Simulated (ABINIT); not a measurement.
HfC:

```
Hf C
1.0
     2.43943    0.00000    0.00000
     0.00000    4.69500    0.00000
     0.00000    0.00000    2.56227
Hf C
1 1
Direct
  0.00000 0.00000 0.00000
  0.00000 0.50000 0.75000
```

The cell was built by a generator and needn't be a form met in nature.

| Property | Result |
| --- | --- |
| Program | ABINIT 10.8.3 (patched build) |
| Task | single point |
| Functional | PBE |
| Potentials or basis | JTH PAW PBE v2.0 |
| Cutoff | 517 eV |
| k mesh | 11 × 6 × 10 |
| Occupations | fermi-dirac, width 0.05 eV |
| Spin | no spin polarisation |

On this cell: pressure 11.0 GPa; largest force 0.131 eV/Å; band gap on the k mesh none (metal or under the smearing width).

The same run follows on a disturbed copy (atoms moved at random, drawn with an rms of 0.05 Å):

```
Hf C
1.0
     2.43943    0.00000    0.00000
     0.00000    4.69500    0.00000
     0.00000    0.00000    2.56227
Hf C
1 1
Direct
  0.98958 0.99810 0.02384
  0.98100 0.50395 0.75336
```

Q: What changes?

A: The energy (extrapolated to zero smearing) moves by -2.2 meV/atom; pressure 10.4 GPa; largest force 0.068 eV/Å; band gap on the k mesh none (metal or under the smearing width).

Forces in eV/Å, atoms in the order of the input:
```
Hf   0.006  0.040  0.055
C   -0.006 -0.040 -0.055
```

Stress tensor (GPa, compression positive):
```
 56.36   0.05   0.22
  0.05 -51.53   0.35
  0.22   0.35  26.27
```

Caveats: the atomic spheres overlap.
